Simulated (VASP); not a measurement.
Set up this calculation in VASP 6.6.1, as the native input.

```yaml
Task: relaxation of cell and atoms
Functional: PBE
Potentials_or_basis: VASP PAW PBE potentials, release 64 (Cd, F)
Cutoff: 600 eV
k_mesh: 8 × 8 × 8
Occupations: gaussian, width 0.02 eV
Spin: no spin polarisation
Ladder: gaps
Further_INCAR_settings: ALGO = Normal; EDIFF = 1e-07; IBRION = 2; EDIFFG = -0.02; NSW = 40; ISIF = 3
```

The structure of CdF2 lies in POSCAR:

```
CdF2
1.0
    0.0000000000      2.6940000000      2.6940000000
    2.6940000000      0.0000000000      2.6940000000
    2.6940000000      2.6940000000      0.0000000000
Cd F
1 2
Direct
    0.0000000000      0.0000000000      0.0000000000
    0.7500000000      0.7500000000      0.7500000000
    0.2500000000      0.2500000000      0.2500000000
```

The input as run:

INCAR

```
PREC = Accurate
ENCUT = 600
EDIFF = 1E-7
ISMEAR = 0
SIGMA = 0.02
LREAL = False
LASPH = True
NELM = 60
ALGO = Normal
ISIF = 3
LWAVE = False
LCHARG = False
GGA = PE
IBRION = 2
NSW = 40
EDIFFG = -0.02
```

KPOINTS

```
Automatic mesh
0
Gamma
  8 8 8
```

Potentials or basis: VASP PAW PBE potentials, release 64 (Cd, F).

Command:

```sh
$ cat potpaw_PBE.64/Cd/POTCAR potpaw_PBE.64/F/POTCAR > POTCAR
$ mpirun -np 1 vasp_std > vasp.out
```

Results of the run:

The relaxed volume is 13.79 Å³/atom, the relaxed cell is a = 3.882 Å, b = 3.882 Å, c = 3.882 Å, α = 60.00°, β = 60.00°, γ = 60.00° and the space group after relaxing (to 0.05 Å) is Fm-3m (No. 225). The energy gained by relaxing is 13.4 meV/atom. The ionic steps are 3, the pressure after relaxing is 0.0 GPa and the band gap on the k mesh is 2.87 eV, indirect (least direct gap 3.43 eV).

Wall time 78 s on 1 thread of Intel(R) Xeon(R) Platinum 8259CL CPU @ 2.50GHz (Skylake/Cascade Lake), with other jobs on the host, peak memory 0.18 GiB.
